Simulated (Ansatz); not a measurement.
LiBr, space group Fm-3m, a single point

Computed with the Python package of Ansatz (0.2.0).

`scf.py`:
```python
from pathlib import Path
import logging
import sys
import warnings

import ansatz as az
import numpy as np
from pymatgen.core import Structure
from scipy.ndimage import map_coordinates

logging.basicConfig(stream=sys.stdout, format="%(levelname)s:%(name)s:%(message)s")
logger = logging.getLogger("libr")
logger.setLevel(logging.INFO)

warnings.simplefilter("ignore", az.DeckWarning)

cell = (
    az.Lattice.fcc(5.5013)
    .space_group(225)
    .atom("Li", (0.0, 0.0, 0.0))
    .atom("Br", (0.5, 0.0, 0.0))
    .primitive()
)

model = (
    cell.calculation()
    .occupations("fixed")
    .basis(470)
    .pseudopotentials("paw")
    .kpoints(spacing=0.36)
    .density()
    .electron_localization_function()
    .output_files(volumetric_format="npy")
)
try:
    done = model.run()
except az.NonConvergedError as error:
    sys.exit(f"no convergence: {error}")
except az.RefusalError as error:
    sys.exit(f"input refused: {error}")
data = done.report

for key in ("converged", "n_iterations", "n_electrons", "n_kpoints", "n_pw", "n_symmetry_ops", "free_energy_ev", "fermi_energy_ev"):
    logger.info(f"{key:18s} {data[key]}")

print(len(data["kpoints_frac"]), "irreducible k-points (fractions, weight)")
for k, weight in list(zip(data["kpoints_frac"], data["kweights"]))[:12]:
    print("  {:8.4f} {:8.4f} {:8.4f}".format(*k), f"{weight:10.6f}")

final = Structure(done.lattice.cell_ang, [s.symbol for s in done.lattice.sites], [s.position_frac for s in done.lattice.sites])
rho = done.density()
total = sum(channel.density_e_per_ang3 for channel in rho.channels[:2])
grid_cell = np.asarray(rho.fft_grid_basis) @ done.lattice.cell_ang
partner = min(final.get_neighbors(final[0], 5.0), key=lambda n: n.nn_distance)
line = np.linspace(final[0].coords, partner.coords, 9)
points = (line @ np.linalg.inv(grid_cell)) * rho.dims
values = map_coordinates(total, points.T, order=3, mode="grid-wrap")
logger.info(f"from {final[0].specie} to {partner.specie}, {partner.nn_distance:.3f} A")
for t, value in zip(np.linspace(0, partner.nn_distance, 9), values):
    logger.info(f"{t:7.3f} A  {value:9.4f} e/A^3")

print(model.to_yaml())

folder = Path(done.write_results("elf"))
elf = np.load(folder / "elf.npy")
peak = np.unravel_index(elf.argmax(), elf.shape)
print(f"largest ELF {elf.max():.3f} at grid fractions", np.round(np.array(peak) / elf.shape, 3))
for level in (0.2, 0.5, 0.7, 0.8, 0.9):
    logger.info(f"share of the cell with ELF over {level}: {np.mean(elf > level):.3f}")
```

Running `python scf.py` prints:
```text
INFO:libr:converged          True
INFO:libr:n_iterations       6
INFO:libr:n_electrons        10.0
INFO:libr:n_kpoints          16
INFO:libr:n_pw               941
INFO:libr:n_symmetry_ops     48
INFO:libr:free_energy_ev     -2990.9595198561587
INFO:libr:fermi_energy_ev    2.0400364942621056
16 irreducible k-points (fractions, weight)
    0.0000   0.0000   0.0000   0.004630
    0.0000   0.0000   0.1667   0.037037
    0.0000   0.0000   0.3333   0.037037
    0.0000   0.0000  -0.5000   0.018519
    0.0000   0.1667   0.1667   0.027778
    0.0000   0.1667   0.3333   0.111111
    0.0000   0.1667  -0.5000   0.111111
    0.0000   0.1667  -0.3333   0.111111
    0.0000   0.1667  -0.1667   0.055556
    0.0000   0.3333   0.3333   0.027778
    0.0000   0.3333  -0.5000   0.111111
    0.0000   0.3333  -0.3333   0.055556
INFO:libr:from Li to Br, 2.751 A
INFO:libr:  0.000 A     9.4430 e/A^3
INFO:libr:  0.344 A     3.5539 e/A^3
INFO:libr:  0.688 A     0.1222 e/A^3
INFO:libr:  1.031 A     0.0772 e/A^3
INFO:libr:  1.375 A     0.1962 e/A^3
INFO:libr:  1.719 A     0.5663 e/A^3
INFO:libr:  2.063 A     1.1680 e/A^3
INFO:libr:  2.407 A     0.6428 e/A^3
INFO:libr:  2.751 A     0.0584 e/A^3
crystal:
  lattice:
    bravais: fcc
    a: 5.5013
  space_group: 225
  atoms:
    - { symbol: Li, position: [0.0, 0.0, 0.0] }
    - { symbol: Br, position: [0.5, 0.0, 0.0] }
  reduce_to_primitive: true
basis:
  ecutwfc: 470.0
kpoints:
  mp_grid:
    kspacing: 0.36
hamiltonian:
  pseudopotentials:
    kind: paw
scf:
  occupations:
    method: fixed
output:
  write_density: true
  volumetric_format: npy
  elf: true

largest ELF 0.999 at grid fractions [0. 0. 0.]
INFO:libr:share of the cell with ELF over 0.2: 0.517
INFO:libr:share of the cell with ELF over 0.5: 0.359
INFO:libr:share of the cell with ELF over 0.7: 0.250
INFO:libr:share of the cell with ELF over 0.8: 0.156
INFO:libr:share of the cell with ELF over 0.9: 0.008
```

Total energies depend on the potentials; only differences at equal settings carry meaning. A total without «per atom» is that of the cell as typed. The Fermi level of a run with fixed occupations marks the highest occupied state on its mesh, not mid-gap. Only differences from the Fermi energy are physical; the zero of the scale is a convention. No functional is typed, so the default, PBE, holds. The fields are valence quantities on the plane-wave grid; their values near the nuclei depend on the potentials. The starting cell is as deposited in a crystallographic database; the results hold for this polymorph, which needn't be the stable one. Run time: 1.4 s on 1 thread of Arm Neoverse V2 (shared host), peak memory 0.36 GiB.

(Lines on the test bed's own set-up are left out of the output.)
